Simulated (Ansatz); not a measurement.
BN (wurtzite), relaxed with r2SCAN in the PAW code Ansatz: it is hexagonal, P6_3mc (No. 186); a = 2.544 Å, c = 4.208 Å in the conventional setting, 5.90 Å³ an atom. Around B lie 4 N at 1.56–1.58 Å; around N lie 4 B at 1.56–1.58 Å. It was then strained (isotropic on every length), atoms relaxed again within the symmetry left. Unstrained, HSE06 gives 6.530 eV (Γ → K, 9×9×4 mesh), and the band edges keep their places in every row. Stress is positive in compression. (Simulation; spin polarisation is off.)

Axes as in this cell:
```yaml
crystal:
  lattice:
    - [2.54395, 0.00000, 0.00000]
    - [-1.27198, 2.20313, 0.00000]
    - [0.00000, 0.00000, 4.20782]
  atoms:
    - { symbol: B, position: [0.33333, 0.66667, 0.00020] }
    - { symbol: B, position: [0.66667, 0.33333, 0.50020] }
    - { symbol: N, position: [0.33333, 0.66667, 0.37480] }
    - { symbol: N, position: [0.66667, 0.33333, 0.87480] }
```

```
strain (%)  ln(V/V₀)  ΔE_g, HSE06 (eV)  Δpressure, r2SCAN (GPa)
      -4.0   -0.1225            -0.270                   +59.87
      -3.0   -0.0914            -0.196                   +42.24
      -2.0   -0.0606            -0.126                   +26.50
      -0.5   -0.0150            -0.029                    +6.05
      +1.0   +0.0299            +0.055                   -11.06
      +4.0   +0.1177            +0.196                   -37.06
```

**Question.** Fit ΔE_g = a x + b x² to these rows by least squares, with x = ln(V/V₀).

**Answer.** The normal equations take Σx² = 4.200e-02, Σx³ = -1.170e-03, Σx⁴ = 5.012e-04, ΣxΔE = 8.377e-02 and Σx²ΔE = -3.394e-03, and give a = +1.93 eV, b = -2.3 eV; the largest residual is 0.001 eV. a is the volume deformation potential of this gap.

**Question.** Fit the change of pressure in the same way.

**Answer.** Δpressure = -398.6 x + (719) x² GPa. So B₀ = 398.6 GPa and B′ ≈ 2 × 719/398.6 = 3.6; two terms over so wide a range bias B₀ by a few per cent and B′ by more; the gap's pressure coefficient at zero is −a/B₀ = -5 meV/GPa, with HSE06's a and r2SCAN's B₀. With the axis ratios held, these aren't quite the hydrostatic values.

**Question.** Predict the withheld row at +3.0 % (x = +0.0887).

**Answer.** ΔE_g ≈ +1.93 × (+0.0887) + (-2.3) × (+0.0887)² = +0.153 eV, and Δpressure ≈ -29.70 GPa. The runs give +0.153 eV and -29.48 GPa, off by 0.000 eV and +0.22 GPa.

The meshes of the hybrids are coarse, so their gaps aren't converged to the digits shown.
